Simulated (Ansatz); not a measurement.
# Pd under changes of volume

One of the cells (14.750 Å³/atom); the others are scaled copies at fixed shape and fractional positions:

```
Pd
1.0
     0.00000    1.94650    1.94650
     1.94650    0.00000    1.94650
     1.94650    1.94650    0.00000
Pd
1
Direct
  0.00000 0.00000 0.00000
```

* Program: Ansatz 0.2.0
* Functional: PBE
* Dispersion: D4
* Potentials or basis: Ansatz PAW
* Cutoff: 420 eV (not typed: the program's choice for these potentials)
* k mesh: 12 × 12 × 12
* Occupations: fermi-dirac, width 0.05 eV
* Spin: no spin polarisation

```csv
volume (Å³/atom),energy over the lowest point (meV/atom),pressure (GPa)
13.865,46.59,16.2
14.160,22.15,10.8
14.455,7.01,6.1
14.750,0.00,1.9
15.045,0.14,-1.8
15.340,?,?
15.635,18.71,-7.8
```

**Question.** What does the run at 15.340 Å³/atom give?

**Answer.** Energy over the lowest point 6.62 meV/atom; pressure -5.0 GPa.

Worked out: A Birch-Murnaghan fit of order 3 (a polynomial in V^(-2/3)) to the other rows has its minimum at 14.89 Å³/atom with B0 = V·E''(V) = 185 GPa and B' = 5.4. It gives 6.65 meV/atom at 15.340 Å³/atom, against the run's 6.62, and -dE/dV = -5.1 GPa, against -5.0.

Energies are extrapolated to zero smearing.

Caveats: pairwise dispersion overbinds metals, which lowers pressure and volume.
